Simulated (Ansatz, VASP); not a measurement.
One calculation of Tl, two programs

Contents of INCAR:

```
SYSTEM = Tl
ALGO = Normal
EDIFF = 1E-6
ENCUT = 520
GGA = CA
ISIF = 2
ISMEAR = -1
LASPH = .TRUE.
LCHARG = .FALSE.
LREAL = .FALSE.
LWAVE = .FALSE.
NBANDS = 20
NELM = 60
PREC = Accurate
SIGMA = 0.05
```

KPOINTS

```
k-points
0
G
  11 11 6
  0 0 0
```

Contents of POSCAR:

```
Tl
1.0
    3.4092899503      0.0000000000      0.0000000000
   -1.7046449752      2.9525317058      0.0000000000
    0.0000000000      0.0000000000      5.4503286843
Tl
2
Direct
    0.3333333333      0.6666666667      0.2500000000
    0.6666666667      0.3333333333      0.7500000000
```

Input for Ansatz:

```yaml
crystal:
  lattice:
    - [3.4092899503, 0.0, 0.0]
    - [-1.7046449752, 2.9525317058, 0.0]
    - [0.0, 0.0, 5.4503286843]
  atoms:
    - { symbol: Tl, position: [0.3333333333, 0.6666666667, 0.25] }
    - { symbol: Tl, position: [0.6666666667, 0.3333333333, 0.75] }
kpoints:
  mp_grid: { grid: [11, 11, 6] }
  band_path:
    path:
      - [0.0, 0.0, 0.0]
      - [0.5, 0.0, 0.0]
      - [0.3333333333, 0.3333333333, 0.0]
      - [0.0, 0.0, 0.0]
      - [0.0, 0.0, 0.5]
      - [0.5, 0.0, 0.5]
      - [0.3333333333, 0.3333333333, 0.5]
      - [0.0, 0.0, 0.5]
      - [0.5, 0.0, 0.5]
    npoints: 5
scf:
  occupations: { method: fermi_dirac, width: 0.05 }
hamiltonian:
  xc: lda
  pseudopotentials: { kind: all_electron, lapw: { basis_error: 0.0005 } }
output:
  forces: true
  stress: true
  eigenvalues: true
```

Change from the starting cell: volume scaled by 0.96.

Alike in both runs: task single point; functional LDA; k mesh 11 × 11 × 6; occupations fermi-dirac, width 0.05 eV; no spin polarisation.

```csv
,VASP,Ansatz
version,VASP 6.6.1,Ansatz 0.2.0
potentials or method,"VASP PAW LDA potentials, release 64 (Tl_d)","all-electron LAPW, scalar-relativistic"
plane-wave cutoff (eV),520,see its input
```

|  | VASP | Ansatz | Ansatz less VASP |
| --- | --- | --- | --- |
| pressure (GPa) | -0.2 | -0.3 | -0.08 |
| largest component of the traceless stress (GPa) | 0.24 | 0.19 | -0.044 |

Ansatz ran all-electron here, so the differences hold the error of VASP's frozen core and of both bases.

Spin-orbit coupling is left out, which matters for the levels of Tl.
